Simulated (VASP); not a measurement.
# Al₂Pt: molecular dynamics with a thermostat

Al₂Pt, Fm-3m (no. 225), 12 atoms in the cell. PBE, molecular dynamics; PAW potentials Pt, Al (PBE set).

Ensemble: NVT; Target temperature (K): 1000.

## Input

INCAR:
```
SYSTEM = Al2Pt
  GGA = PE
  PREC = Normal
  ENCUT = 240
  EDIFF = 1E-5
  NELMIN = 4
  NELM = 60
  ALGO = Fast
  LREAL = Auto
  LASPH = .TRUE.
  ISMEAR = -1
  SIGMA = 0.05
  ISYM = 0
  LWAVE = .FALSE.
  LCHARG = .FALSE.
  IBRION = 0
  NSW = 80
  POTIM = 2.0
  TEBEG = 1000
  TEEND = 1000
  ISIF = 2
  MDALGO = 1
  ANDERSEN_PROB = 0.05
  RANDOM_SEED = 622897 0 0
  KPAR = 2
```

KPOINTS:
```
k-points
0
Monkhorst-Pack
  2 2 2
```

POSCAR:
```
Al2Pt
1.0
    5.9100000000      0.0000000000      0.0000000000
    0.0000000000      5.9100000000      0.0000000000
    0.0000000000      0.0000000000      5.9100000000
Pt Al
4 8
Direct
    0.0000000000      0.0000000000      0.0000000000
    0.0000000000      0.5000000000      0.5000000000
    0.5000000000      0.0000000000      0.5000000000
    0.5000000000      0.5000000000      0.0000000000
    0.2500000000      0.2500000000      0.7500000000
    0.2500000000      0.7500000000      0.7500000000
    0.2500000000      0.7500000000      0.2500000000
    0.2500000000      0.2500000000      0.2500000000
    0.7500000000      0.2500000000      0.2500000000
    0.7500000000      0.7500000000      0.2500000000
    0.7500000000      0.7500000000      0.7500000000
    0.7500000000      0.2500000000      0.7500000000
```

Commands:
```
cat potpaw_PBE.64/Pt/POTCAR potpaw_PBE.64/Al/POTCAR > POTCAR
mpirun -np 2 vasp_std > vasp.out
```

## Result

- Mean temperature (K): 755
- Rise of the mean potential energy above the start (meV/atom): 95.3
- Electronic steps per ionic step after the first: 4.5

Course of the run:

| Time (fs) | Temperature (K) | Potential energy less the first (meV/atom) |
|---|---|---|
| 2 | 1000 | 0.0 |
| 14 | 834 | 27.2 |
| 26 | 642 | 82.1 |
| 38 | 623 | 115.4 |
| 50 | 901 | 106.6 |
| 62 | 964 | 89.8 |
| 74 | 829 | 110.1 |
| 88 | 748 | 121.2 |
| 100 | 552 | 116.2 |
| 112 | 797 | 93.2 |
| 124 | 697 | 89.5 |
| 136 | 760 | 105.4 |
| 148 | 673 | 130.2 |
| 160 | 881 | 113.0 |

REPORT:
```
MDALGO =   1
         ANDERSEN_PROB =  0.05000000
               SCALING =       0
                 CNEXP =     9.000   14.000
           RANDOM_SEED =            622897                0                0

   original number of atomic DOF:         33
   number of independent constraints:      0
   number of active DOF:                  33

========================================
         MD step No.       1
========================================

  Atomic velocities initialized by STEP_tb

  >Energies
                    E_tot             E_pot             E_kin               EPS                ES
   e_b>   -0.62227735E+02   -0.63649603E+02    0.14218683E+01    0.00000000E+00    0.00000000E+00

  >Temperature
               T_sim     T_inst
   tmprt>   1000.000   1000.000

  >Thermostat, num. of collisions:                0

           RANDOM_SEED =            622897              150                0

[... steps left out ...]

========================================
         MD step No.      80
========================================

  >Energies
                    E_tot             E_pot             E_kin               EPS                ES
   e_b>   -0.61041478E+02   -0.62293910E+02    0.12524314E+01    0.00000000E+00    0.00000000E+00

  >Temperature
               T_sim     T_inst
   tmprt>   1000.000    880.835

  >Thermostat, num. of collisions:                0

           RANDOM_SEED =            622897             7260                0
```

OSZICAR:
```
N       E                     dE             d eps       ncg     rms          rms(c)
DAV:   1     0.150156022272E+03    0.15016E+03   -0.16939E+04   312   0.748E+02
DAV:   2    -0.572161294495E+02   -0.20737E+03   -0.19496E+03   395   0.169E+02
DAV:   3    -0.655329086620E+02   -0.83168E+01   -0.79091E+01   368   0.329E+01
DAV:   4    -0.656492476455E+02   -0.11634E+00   -0.11624E+00   347   0.447E+00
DAV:   5    -0.656521030155E+02   -0.28554E-02   -0.28545E-02   400   0.626E-01    0.170E+01
RMM:   6    -0.639640263448E+02    0.16881E+01   -0.99566E+00   312   0.135E+01    0.508E+00
RMM:   7    -0.637333716859E+02    0.23065E+00   -0.65343E-01   312   0.309E+00    0.305E+00
RMM:   8    -0.636478045473E+02    0.85567E-01   -0.20116E-01   312   0.171E+00    0.549E-01
RMM:   9    -0.636479833318E+02   -0.17878E-03   -0.47984E-02   312   0.778E-01    0.406E-01
RMM:  10    -0.636492639848E+02   -0.12807E-02   -0.11264E-02   320   0.317E-01    0.309E-01
RMM:  11    -0.636496558697E+02   -0.39188E-03   -0.17303E-03   312   0.158E-01    0.117E-01
RMM:  12    -0.636495923791E+02    0.63491E-04   -0.53454E-04   312   0.854E-02    0.241E-02
[... left out ...]
     79 T=   821. E= -.61099140E+02 F= -.62267167E+02 E0= -.62220275E+02  EK= 0.11680E+01 SP= 0.00E+00 SK= 0.00E+00
[... last step whole ...]
       N       E                     dE             d eps       ncg     rms          rms(c)
DAV:   1    -0.622939092677E+02   -0.26745E-01   -0.15052E-01   312   0.176E+00    0.138E-01
RMM:   2    -0.622938894436E+02    0.19824E-04   -0.44759E-03   312   0.290E-01    0.677E-02
RMM:   3    -0.622938967666E+02   -0.73230E-05   -0.79957E-04   312   0.124E-01    0.302E-02
RMM:   4    -0.622939080157E+02   -0.11249E-04   -0.15392E-04   317   0.560E-02    0.202E-02
RMM:   5    -0.622939095064E+02   -0.14906E-05   -0.29844E-05   208   0.242E-02
     80 T=   881. E= -.61041478E+02 F= -.62293910E+02 E0= -.62246040E+02  EK= 0.12524E+01 SP= 0.00E+00 SK= 0.00E+00
```

Limits: 160 fs of 12 atoms are too short for converged averages.

VASP 6.6.1 took 134 s on 2 cores (Intel Xeon 6975P-C (Granite Rapids)), a shared host.
